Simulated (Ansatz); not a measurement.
# How fast does C move in Ti?

Method: Ansatz 0.2.0, DFT PBE, scalar-relativistic, plane waves, PAW. Run with 420 eV cutoff, 4×4×4 k-mesh, shifted by half a step, Gaussian smearing of 0.10 eV, no spin polarisation.

Host crystal, relaxed:

```
Ti
1.0
     4.57954    0.00000    0.00000
    -2.28977    3.96599    0.00000
     0.00000    0.00000    2.83217
Ti
3
Direct
  0.00000 0.00000 0.00000
  0.33333 0.66667 0.50000
  0.66667 0.33333 0.50000
```

In a supercell of 18 host sites, interstitial C hops to an equivalent place, moving 0.85 Å. Climbing-image nudged elastic band at fixed cell; the order of the saddle wasn't checked, and the small cell leaves errors of about a tenth of an eV. Both ends share most of their nearest neighbours, so the atom only shifts within one site or cage, and diffusion needs further steps that weren't computed.

```csv
image,path (Å),E − E(0) (eV)
0,0.00,0.000
1,0.40,0.061
2,0.80,0.347
3,1.19,0.527
4,1.59,0.347
5,1.99,0.061
6,2.39,0.000
```

Question: What are the barriers forward and back, and what attempt frequency does the shape suggest?

Answer: Forward 0.53 eV, back 0.53 eV, the ends being level. For a sinusoidal profile E_b sin²(πx/l), with the C atom alone moving, ν = (1/l)√(E_b/2m) = 1.7×10¹³ s⁻¹, within an order of magnitude of the customary 10¹³ s⁻¹; a true prefactor needs the vibrations at the minimum and at the saddle.

Question: With ν = 10¹³ s⁻¹, give the forward jump rate along this one path, the wait 1/k for that jump, the diffusivity D ≈ l²k and the distance √(Dt) covered in an hour at 300, 600 and 1000 K, taking the host as solid throughout.

Answer: k = ν exp(−E_b/k_BT):
```json
{"T (K)": "300", "k (1/s)": "1.4×10⁴", "wait (s)": "7.2×10⁻⁵", "D (cm²/s)": "1.0×10⁻¹²", "√(Dt) in 1 h (nm)": "603"}
{"T (K)": "600", "k (1/s)": "3.7×10⁸", "wait (s)": "2.7×10⁻⁹", "D (cm²/s)": "2.7×10⁻⁸", "√(Dt) in 1 h (nm)": "9.9×10⁴"}
{"T (K)": "1000", "k (1/s)": "2.2×10¹⁰", "wait (s)": "4.5×10⁻¹¹", "D (cm²/s)": "1.6×10⁻⁶", "√(Dt) in 1 h (nm)": "7.6×10⁵"}
```

D = l²k holds for six equivalent jumps in three dimensions (z l²k/6) and is a scale otherwise. Long-range transport needs a connected net of such jumps, and traps slow it. D is that of an interstitial already there. An error of 0.1 eV in the barrier changes k by a factor of 48 at 300 K and 3.2 at 1000 K.

Cost: 1 run of about 94 core-minutes, on Arm Neoverse V1 (shared hosts).